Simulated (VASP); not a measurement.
**VASP 6.6.1 run: MgSe**

INCAR

```
LCHARG = .FALSE.
NSW = 0
ENCUT = 520
IBRION = -1
LREAL = .FALSE.
SIGMA = 0.02
BMIX = 0.0001
EDIFF = 1E-7
NELM = 84
ISIF = 2
NBANDS = 11
ISMEAR = -1
LASPH = .TRUE.
AMIX = 1.5
PREC = Accurate
IMIX = 1
GGA = PE
LWAVE = .FALSE.
```

KPOINTS

```
KPOINTS created by Atomic Simulation Environment
0
Gamma
8 8 8
0 0 0
```

POSCAR

```
Mg Se
 1.0000000000000000
     0.0270890668000000    2.7362693762000001    2.7362693762000001
     2.7362693762000001    0.0270890668000000    2.7362693762000001
     2.7633584430000000    2.7633584430000000    0.0000000000000000
 Mg  Se
   1   1
Cartesian
  0.0000000000000000  0.0000000000000000  0.0000000000000000
  2.7633584430000000  2.7633584430000000  2.7362693762000001
```

The recommended PBE PAW datasets give the neutral cell 8 valence electrons.

Command

```
mpirun -np 1 vasp_std
```

OSZICAR

```
N       E                     dE             d eps       ncg     rms          rms(c)
DAV:   1     0.230247696340E+02    0.23025E+02   -0.34675E+03  2178   0.586E+02
DAV:   2    -0.628545069744E+01   -0.29310E+02   -0.27748E+02  2670   0.946E+01
DAV:   3    -0.778287155309E+01   -0.14974E+01   -0.14947E+01  2589   0.227E+01
DAV:   4    -0.779047124320E+01   -0.75997E-02   -0.75993E-02  2361   0.194E+00
DAV:   5    -0.779051917788E+01   -0.47935E-04   -0.47934E-04  2542   0.154E-01    0.296E+00
DAV:   6    -0.848700929787E+01   -0.69649E+00   -0.98182E+00  2264   0.118E+01    0.404E+00
DAV:   7    -0.112029640070E+02   -0.27160E+01   -0.33621E+01  2249   0.221E+01    0.809E+00
DAV:   8    -0.191938759886E+02   -0.79909E+01   -0.11582E+02  2195   0.390E+01    0.188E+01
DAV:   9    -0.491848097174E+02   -0.29991E+02   -0.33358E+02  2439   0.738E+01    0.279E+01
DAV:  10    -0.104699072673E+03   -0.55514E+02   -0.96442E+02  2168   0.111E+02    0.508E+01
...
DAV:  56    -0.805475045945E+03    0.18407E+03   -0.59151E+03  3751   0.212E+02    0.921E+01
DAV:  57    -0.988092999604E+03   -0.18262E+03   -0.97294E+03  4018   0.385E+02    0.919E+01
DAV:  58    -0.803942073339E+03    0.18415E+03   -0.59022E+03  3808   0.212E+02    0.920E+01
DAV:  59    -0.988077698708E+03   -0.18414E+03   -0.97369E+03  3981   0.385E+02    0.919E+01
DAV:  60    -0.801491795924E+03    0.18659E+03   -0.58732E+03  3772   0.210E+02    0.920E+01
DAV:  61    -0.988405055818E+03   -0.18691E+03   -0.97477E+03  4021   0.384E+02    0.932E+01
DAV:  62    -0.803505175970E+03    0.18490E+03   -0.58987E+03  3763   0.211E+02    0.936E+01
DAV:  63    -0.986494328408E+03   -0.18299E+03   -0.97089E+03  4034   0.385E+02    0.936E+01
DAV:  64    -0.802256730956E+03    0.18424E+03   -0.58940E+03  3781   0.211E+02    0.936E+01
   1 F= -.80225673E+03 E0= -.80225673E+03  d E =-.791895E-12
```

Standard output (part)

```
POSCAR found type information on POSCAR MgSe
 POSCAR found :  2 types and       2 ions
 LDA part: xc-table for (Slater+PW92), standard interpolation
 POSCAR, INCAR and KPOINTS ok, starting setup
 WAVECAR not read
 entering main loop
 hard stop encountered!  aborting job ...
|     The electronic self-consistency was not achieved in the given           |
|     number of steps (NELM). The forces and other quantities evaluated       |
|     might not be reliable so examine the results carefully. If you find     |
|     spurious results, we suggest increasing NELM, if you were close to      |
|     convergence or switching to a different ALGO or adjusting the           |
|     density mixing parameters otherwise.                                    |
 soft stop encountered!  aborting job ...
 deleting file STOPCAR
```

It was cut off at its time limit.

Q: Find the fault in these files.

A: Mixing far too strong. It was cut off at its time limit.
